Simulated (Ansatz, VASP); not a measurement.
TaC2: VASP beside Ansatz

```xyz
6
Lattice="0.0000 3.1023 3.1023 3.1023 0.0000 3.1023 3.1023 3.1023 0.0000" Properties=species:S:1:pos:R:3 pbc="T T T"
Ta    3.1023    3.1023    3.1023
Ta    4.6534    4.6534    4.6534
C     0.7756    0.7756    0.7756
C     0.7756    2.3267    2.3267
C     2.3267    2.3267    0.7756
C     2.3267    0.7756    2.3267
```

Change from the starting cell: species swapped into the TiCo2 type (Fd-3m, No. 227).

Alike in both runs: functional PBE; k mesh 10 × 10 × 10; occupations gaussian, width 0.1 eV; no spin polarisation.

Ansatz relaxed the structure, and its values are those at the end. VASP's run is a single point on that final structure, the one shown.

|  | VASP | Ansatz |
| --- | --- | --- |
| version | VASP 6.6.1 | Ansatz 0.2.0 |
| potentials or method | VASP PAW PBE potentials, release 64 (Ta_pv, C) | scalar-relativistic, plane waves, PAW |
| plane-wave cutoff (eV) | 520 | 420 |
| valence electrons in the cell | 38 | 42 |

```tsv
	VASP	Ansatz	Ansatz less VASP
gap on the k mesh at the Fermi level (eV)	none	none	-
pressure (GPa)	0.5	0.0	-0.48
```

A gap of «none» marks a metal or a gap that the smearing closes. The two sets of potentials don't hold the same shells in valence.

The runs have no spin-orbit coupling, so splittings on Ta are missing.
